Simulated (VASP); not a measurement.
Pb8O15 (a cell with a defect) (PbO2): single point with PBE

Pb8O15 (a cell with a defect) (PbO2):

```
CELL_PARAMETERS angstrom
0.00000 5.14000 5.14000
5.14000 0.00000 5.14000
5.14000 5.14000 0.00000
ATOMIC_POSITIONS crystal
Pb 0.99624 0.99624 0.99624
Pb 0.99624 0.99624 0.51127
Pb 0.99624 0.51127 0.99624
Pb 0.00545 0.49818 0.49818
Pb 0.51127 0.99624 0.99624
Pb 0.49818 0.00545 0.49818
Pb 0.49818 0.49818 0.00545
Pb 0.49818 0.49818 0.49818
O 0.12530 0.12530 0.62470
O 0.12530 0.62470 0.12530
O 0.12530 0.62470 0.62470
O 0.62470 0.12530 0.12530
O 0.62470 0.12530 0.62470
O 0.62470 0.62470 0.12530
O 0.62500 0.62500 0.62500
O 0.37500 0.37500 0.37500
O 0.35693 0.35693 0.89307
O 0.35693 0.89307 0.35693
O 0.35693 0.89307 0.89307
O 0.89307 0.35693 0.35693
O 0.89307 0.35693 0.89307
O 0.89307 0.89307 0.35693
O 0.87500 0.87500 0.87500
```

The cell isn't the ideal one: O vacancy, charge +2, ions relaxed.

```
Program             : VASP 6.6.1
Task                : single point
Functional          : PBE
Potentials or basis : VASP PAW PBE potentials, release 64 (Pb_d, O)
Cutoff              : 520 eV
k mesh              : 3 × 3 × 3
Occupations         : fermi-dirac, width 0.01 eV
Spin                : no spin polarisation
```

```yaml
Largest_force: 0.015 eV/Å
Band_gap_on_the_k_mesh: none (metal or under the smearing width)
```

Forces in eV/Å, atoms in the order of the input:
```
Pb  -0.002 -0.002 -0.002
Pb   0.002  0.002 -0.002
Pb   0.002 -0.002  0.002
Pb  -0.002  0.002  0.002
Pb  -0.002  0.002  0.002
Pb   0.002 -0.002  0.002
Pb   0.002  0.002 -0.002
Pb  -0.002 -0.002 -0.002
O    0.000  0.000  0.001
O    0.000  0.001  0.000
O   -0.001  0.000  0.000
O    0.001  0.000  0.000
O    0.000 -0.001  0.000
O    0.000  0.000 -0.001
O    0.000  0.000  0.000
O    0.000  0.000  0.000
O    0.000  0.000  0.015
O    0.000  0.015  0.000
O   -0.015  0.000  0.000
O    0.015  0.000  0.000
O    0.000 -0.015  0.000
O    0.000  0.000 -0.015
O    0.000  0.000  0.000
```

Levels at points of the mesh, in eV from the Fermi level:
```
           k point  band 98  band 99  band 100  band 101  band 102  band 103
(0.00, 0.00, 0.00)    -0.24    -0.04     -0.04     -0.04      2.44      2.44
```

It took 4.2 min on 1 thread of Intel(R) Xeon(R) Platinum 8559C (Emerald Rapids) (shared host), peak memory 0.41 GiB.

Caveat: the cell carries a net charge on a neutralising background, which shifts energy and pressure; the cell is charged against a uniform background, so pressure and absolute levels hang on convention. Spin-orbit coupling is left out, which matters for the levels of Pb.
